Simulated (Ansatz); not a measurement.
A 4-atom cell of MgS (P6_3mc) from a materials database (r2SCAN geometry), in Ansatz:

```cif
data_structure
_symmetry_space_group_name_H-M 'P6_3mc'
_symmetry_Int_Tables_number 186
_cell_length_a 4.0287
_cell_length_b 4.0287
_cell_length_c 6.4542
_cell_angle_alpha 90.000
_cell_angle_beta 90.000
_cell_angle_gamma 120.000
_cell_volume 90.72
loop_
_atom_site_label
_atom_site_type_symbol
_atom_site_symmetry_multiplicity
_atom_site_Wyckoff_symbol
_atom_site_fract_x
_atom_site_fract_y
_atom_site_fract_z
_atom_site_occupancy
Mg1 Mg 2 b 0.66667 0.33333 0.49712 1
S1 S 2 b 0.33333 0.66667 0.37788 1
```

G0W0@r2SCAN with 341 empty bands, a screening cutoff of 140 eV and a 6×6×2 mesh (PAW, contour deformation) gives 5.407 eV over the mesh points, from an r2SCAN gap of 4.147 eV; it sums over 357 bands with 325 plane waves in the screening and a wave cutoff of 500 eV. G0W0 values are finite-basis, finite-mesh values. Calculated for a static, non-magnetic cell.

**Question.** Estimate the gap with empty bands 147, screening cutoff 80 eV.

**Answer.** 5.281 eV (-0.126 eV), from a Kohn-Sham gap of 4.147 eV.

**Question.** Estimate the gap with frequency model Godby-Needs pole.

**Answer.** 5.374 eV (-0.033 eV), from a Kohn-Sham gap of 4.147 eV.
